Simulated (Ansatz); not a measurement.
Crystal: SnTe.

```
CELL_PARAMETERS angstrom
3.90470 0.00000 0.00000
0.00000 3.90470 0.00000
0.00000 0.00000 3.90470
ATOMIC_POSITIONS crystal
Te 0.50000 0.50000 0.50000
Sn 0.00000 0.00000 0.00000
```

Measurements of this composition are mostly on another form, of space group No. 225.

* Program: Ansatz 0.2.0
* Task: relaxation of cell and atoms
* Functional: BLYP
* Dispersion: D4
* Potentials or basis: Ansatz PAW
* Cutoff: 420 eV (not typed: the program's choice for these potentials)
* k mesh: 7 × 7 × 7
* Occupations: fermi-dirac, width 0.05 eV
* Spin: no spin polarisation

At the start: volume 29.77 Å³/atom.

Task: Where does the relaxation end?

Result: It ends after 5 steps and the volume is 31.10 Å³/atom (+4.5 %); space group Pm-3m (No. 221, to 0.05 Å).

Step by step:
```tsv
step	energy change (eV)	largest force (eV/Å)	volume (Å³)
1	0.0000	0.0000	59.53
2	-0.1131	0.0000	63.78
3	-0.1251	0.0000	62.47
4	-0.1259	0.0000	62.21
5	-0.1263	0.0000	62.21
```

Final structure:
```cif
data_structure
_symmetry_space_group_name_H-M 'P 1'
_symmetry_Int_Tables_number 1
_cell_length_a 3.9623
_cell_length_b 3.9623
_cell_length_c 3.9623
_cell_angle_alpha 90.000
_cell_angle_beta 90.000
_cell_angle_gamma 90.000
_cell_volume 62.21
loop_
_atom_site_label
_atom_site_type_symbol
_atom_site_fract_x
_atom_site_fract_y
_atom_site_fract_z
_atom_site_occupancy
Te1 Te 0.50000 0.50000 0.50000 1
Sn1 Sn 0.00000 0.00000 0.00000 1
```

Caveat: the plane-wave basis is chosen anew once the cell has moved, so the energies of steps on either side of that aren't comparable; pairwise dispersion overbinds metals, which lowers pressure and volume; the PAW data sets come from PBE, with cores solved anew for the run's functional, which leaves a small shift of forces and pressure.
